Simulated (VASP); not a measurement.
Computed with HSEsol screened hybrid, VASP's PBE PAW potentials (set 64) (plane waves; VASP).

VASP input:

### INCAR
```
! general
SYSTEM   = LiI
PREC     = Accurate
ENCUT    = 520
LREAL    = .FALSE.
LASPH    = .TRUE.
ISYM     = 3

! electronic loop
EDIFF    = 1E-6
NELM     = 60
ALGO     = Normal
LMAXMIX  = 4

! smearing
ISMEAR   = 0
SIGMA    = 0.05

! functional
GGA      = PS
LHFCALC  = .TRUE.
AEXX     = 0.25
HFSCREEN = 0.2
PRECFOCK = Fast

! ions
ISIF     = 2

! output
LWAVE    = .FALSE.
LCHARG   = .FALSE.
```

POSCAR:
```
LiI
4.1698850
  0.0000000000   0.7071068356   0.7071068356
  0.7071068356   0.0000000000   0.7071068356
  0.7071068356   0.7071068356   0.0000000000
Li I
1 1
Cartesian
  0.0000000000   0.0000000000   0.0000000000
  0.7071068356   0.7071068356   0.7071068356
```

### KPOINTS
```
Automatic mesh
0
Gamma
6 6 6
0 0 0
```

POTCAR, in this order: Li_sv I (PBE.64 set). Program: vasp_std. Read from the step before: WAVECAR.

Output of the run:

OSZICAR:
```
       N       E                     dE             d eps       ncg     rms          rms(c)
DAV:   1    -0.692764255630E+01   -0.69276E+01   -0.29634E-01   288   0.547E+00    0.308E+00
DAV:   2    -0.692890911357E+01   -0.12666E-02   -0.65992E-03   350   0.900E-01    0.192E+00
DAV:   3    -0.692858200376E+01    0.32711E-03   -0.20214E-04   371   0.124E-01    0.111E+00
DAV:   4    -0.692844521386E+01    0.13679E-03   -0.48395E-05   318   0.496E-02    0.639E-01
DAV:   5    -0.692839592181E+01    0.49292E-04   -0.19037E-05   407   0.302E-02    0.366E-01
DAV:   6    -0.692837858073E+01    0.17341E-04   -0.64997E-06   412   0.169E-02    0.211E-01
DAV:   7    -0.692837258520E+01    0.59955E-05   -0.24459E-06   335   0.105E-02    0.122E-01
DAV:   8    -0.692837054504E+01    0.20402E-05   -0.80526E-07   197   0.680E-03    0.710E-02
DAV:   9    -0.692836994965E+01    0.59539E-06   -0.54681E-07   215   0.565E-03
   1 F= -.69283699E+01 E0= -.69283699E+01  d E =-.255525E-23
```

### OUTCAR
```
------------------------ aborting loop because EDIFF is reached ----------------------------------------
  FORCE on cell =-STRESS in cart. coord.  units (eV):
  Direction    XX          YY          ZZ          XY          YZ          ZX
  --------------------------------------------------------------------------------------
  Total        0.0240969      0.0240969      0.0240969      0.0000000      0.0000000     -0.0000000
  in kB        0.7530329      0.7530329      0.7530329      0.0000000      0.0000000     -0.0000000
  external PRESSURE =       0.7530329 kB  Pullay stress =       0.0000000 kB
  volume of cell :       51.27
      direct lattice vectors                 reciprocal lattice vectors
     0.000000000  2.948554187  2.948554187    -0.169574635  0.169574635  0.169574635
     2.948554187  0.000000000  2.948554187     0.169574635 -0.169574635  0.169574635
     2.948554187  2.948554187  0.000000000     0.169574635  0.169574635 -0.169574635
 POSITION                                       TOTAL-FORCE (eV/Angst)
 -----------------------------------------------------------------------------------
      0.00000      0.00000      0.00000        -0.000000     -0.000000      0.000000
      2.94855      2.94855      2.94855         0.000000      0.000000     -0.000000
 -----------------------------------------------------------------------------------
    total drift:                               -0.000002     -0.000000      0.000000
  FREE ENERGIE OF THE ION-ELECTRON SYSTEM (eV)
  ---------------------------------------------------
  free  energy   TOTEN  =        -6.9283699497 eV

  energy  without entropy=       -6.9283699497  energy(sigma->0) =       -6.92836995

  exchange ACFDT corr.  =         0.00000000  see jH, gK, PRB 81, 115126
```
(Selected blocks of OUTCAR.)

### OUTCAR
```
 val. band max:        1.8905927580   @ k =   0.0000   0.0000   0.0000

 cond. band min:       7.1958330300   @ k =   0.5000   0.5000   0.0000


 Fermi energy:         2.2314700983

 k-point     1 :       0.0000    0.0000    0.0000
  band No.  band energies     occupation
      1     -45.9874      2.00000
      2     -11.0660      2.00000
      3       1.8906      2.00000
      4       1.8906      2.00000
      5       1.8906      2.00000
      6       7.3062      0.00000
      7      11.1847      0.00000
      8      11.1847      0.00000
      9      11.1847      0.00000

 k-point     2 :       0.1667    0.0000    0.0000
  band No.  band energies     occupation
      1     -45.9872      2.00000
      2     -10.9130      2.00000
      3       0.7322      2.00000
      4       1.7969      2.00000
      5       1.7969      2.00000
      6       7.9829      0.00000
      7      10.7080      0.00000
      8      10.8103      0.00000
      9      10.8103      0.00000

 k-point     3 :       0.3333    0.0000    0.0000
  band No.  band energies     occupation
      1     -45.9870      2.00000
      2     -10.5715      2.00000
      3      -0.9600      2.00000
      4       1.6277      2.00000
      5       1.6277      2.00000
      6       7.6434      0.00000
      7       9.5424      0.00000
      8       9.5424      0.00000
      9      12.5655      0.00000

 k-point     4 :       0.5000    0.0000    0.0000
  band No.  band energies     occupation
      1     -45.9868      2.00000
      2     -10.3777      2.00000
      3      -1.6766      2.00000
      4       1.5508      2.00000
      5       1.5508      2.00000
      6       7.3357      0.00000
      7       9.0798      0.00000
      8       9.0798      0.00000
      9      13.2441      0.00000

 k-point     5 :       0.1667    0.1667    0.0000
  band No.  band energies     occupation
      1     -45.9872      2.00000
      2     -10.8601      2.00000
      3       0.8631      2.00000
...
```

Unless said otherwise, spin-orbit coupling is left out, though it shifts the bands of the heavy elements here.

The compound is LiI in the rock salt structure. This cell is one point of a volume scan, at 0.94 of the reference volume. The cell's shape comes from a PBE relaxation.
